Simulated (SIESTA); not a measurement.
**Ti under changes of volume**

One of the cells (17.065 Å³/atom); the others are scaled copies at fixed shape and fractional positions:

```
CELL_PARAMETERS angstrom
0.00000 2.04344 2.04344
2.04344 0.00000 2.04344
2.04344 2.04344 0.00000
ATOMIC_POSITIONS crystal
Ti 0.00000 0.00000 0.00000
```

This isn't the form of Ti at room conditions, which is hcp.

```yaml
Program: SIESTA 5.4.2
Functional: PBE
Potentials_or_basis: PseudoDojo 0.4 standard (PBE files)
Basis: DZP (energy shift 0.002 Ry)
Grid_cutoff: 800 Ry
Energy_shift: 0.002 Ry
k_mesh: 11 × 11 × 11
Occupations: fermi-dirac, width 0.05 eV
Spin: no spin polarisation
```

| volume (Å³/atom) | energy over the lowest point (meV/atom) | pressure (GPa) |
| --- | --- | --- |
| 15.727 | 60.18 | 13.1 |
| 16.062 | ? | ? |
| 16.396 | 19.48 | 7.1 |
| 17.065 | 1.55 | 2.0 |
| 17.400 | 0.00 | -0.1 |
| 17.735 | 2.56 | -2.0 |

Problem. What does the run at 16.062 Å³/atom give?

Solution. Energy over the lowest point 36.71 meV/atom; pressure 9.9 GPa.

Worked out: A Birch-Murnaghan fit of order 3 (a polynomial in V^(-2/3)) to the other rows has its minimum at 17.36 Å³/atom with B0 = V·E''(V) = 107 GPa and B' = 4.0. It gives 36.65 meV/atom at 16.062 Å³/atom, against the run's 36.71, and -dE/dV = 9.7 GPa, against 9.9.

Energies are extrapolated to zero smearing.

Caveats: semicore shells carry a single zeta, which can move pressures by several GPa and volumes by a few percent; the basis of atomic orbitals isn't converged, which shifts pressures, moduli and gaps.
